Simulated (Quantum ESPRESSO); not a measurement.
V in Quantum ESPRESSO: the effect of functional

V:

```
V
1.0
    -1.51435    1.51435    1.51435
     1.51435   -1.51435    1.51435
     1.51435    1.51435   -1.51435
V
1
Direct
  0.00000 0.00000 0.00000
```

Alike in all runs:

| Item | Value |
| --- | --- |
| Program | Quantum ESPRESSO 7.5 |
| Task | phonon dispersion |
| Cutoff | 612 eV |
| Density cutoff | 4898 eV |
| k mesh | 12 × 12 × 12 |
| Occupations | cold, width 0.2 eV |
| Spin | collinear spin, ferromagnetic start |
| Starting moments | [2.0] μB |

Each run relaxes the cell or the atoms first.

| functional | potentials or basis | relaxed volume (Å³/atom) | highest phonon frequency (cm⁻¹) |
| --- | --- | --- | --- |
| LDA | GBRV 1.5 LDA | 12.49 | 263 |
| PBE | GBRV 1.5 PBE | 13.43 | 250 |
| PBEsol | GBRV 1.5 PBEsol | ? | ? |

What does the run with functional PBEsol give?

Relaxed volume 12.91 Å³/atom; highest phonon frequency 260 cm⁻¹.
